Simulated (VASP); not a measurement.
P: equation of state with PBE

Crystal: P.

```
CELL_PARAMETERS angstrom
1.72573 0.99635 3.12968
-1.72573 0.99635 3.12968
0.00000 -1.99270 3.12968
ATOMIC_POSITIONS crystal
P 0.77292 0.77292 0.77292
P 0.22708 0.22708 0.22708
```

This isn't the form of P at room conditions, which is orthorhombic.

```json
{
 "Program": "VASP 6.6.1",
 "Task": "equation of state",
 "Functional": "PBE",
 "Potentials or basis": "VASP PAW PBE potentials, release 64 (P)",
 "Cutoff": "520 eV",
 "k mesh": "9 × 9 × 9",
 "Occupations": "fermi-dirac, width 0.05 eV",
 "Spin": "no spin polarisation",
 "Further INCAR settings": "ALGO = Normal; EDIFF = 1e-07; NBANDS = 12"
}
```

- Equilibrium volume: 16.42 Å³/atom
- Bulk modulus at fixed shape and positions: 85 GPa
- Pressure derivative of the bulk modulus: 3.6 (rough: it moves with the points fitted)

Energy against volume, from the lowest point:
| volume (Å³/atom) | energy (meV/atom) |
| --- | --- |
| 15.175 | 28.36 |
| 15.498 | 15.05 |
| 15.821 | 6.20 |
| 16.144 | 1.34 |
| 16.467 | 0.00 |
| 16.789 | 2.01 |
| 17.112 | 7.15 |

All runs of the series together: 3 min on 1 thread of Intel(R) Xeon(R) Platinum 8488C (Sapphire Rapids) (shared host).

Caveat: the cell was scaled at fixed shape and fractional positions, which overstates the stiffness of a crystal with free parameters, most of all of layers and chains.
